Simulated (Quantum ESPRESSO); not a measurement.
**Zn under changes of volume**

One of the cells (15.330 Å³/atom); the others are scaled copies at fixed shape and fractional positions:

```
CELL_PARAMETERS angstrom
2.67000 0.00000 0.00000
-1.33500 2.31229 0.00000
0.00000 0.00000 4.96600
ATOMIC_POSITIONS crystal
Zn 0.66667 0.33333 0.75000
Zn 0.33333 0.66667 0.25000
```

* Program: Quantum ESPRESSO 7.5
* Functional: PBEsol
* Potentials or basis: GBRV 1.5 PBEsol
* Cutoff: 762 eV
* Density cutoff: 6095 eV
* k mesh: 11 × 11 × 6
* Occupations: fermi-dirac, width 0.05 eV
* Spin: no spin polarisation

```tsv
volume (Å³/atom)	energy over the lowest point (meV/atom)	pressure (GPa)
14.410	0.00	-1.0
14.716	3.45	-2.8
15.023	10.00	-4.3
15.330	19.26	-5.6
15.636	30.90	-6.8
15.943	44.62	-7.8
16.249	?	?
```

Problem. What does the run at 16.249 Å³/atom give?

Solution. Energy over the lowest point 60.14 meV/atom; pressure -8.7 GPa.

Worked out: A Birch-Murnaghan fit of order 3 (a polynomial in V^(-2/3)) to the other rows has its minimum at 14.26 Å³/atom, just outside them, with B0 = V·E''(V) = 91 GPa and B' = 5.1 at fixed shape and positions, which overstates the stiffness. It gives 60.13 meV/atom at 16.249 Å³/atom, against the run's 60.14, and -dE/dV = -8.6 GPa, against -8.7.

Energies are extrapolated to zero smearing.
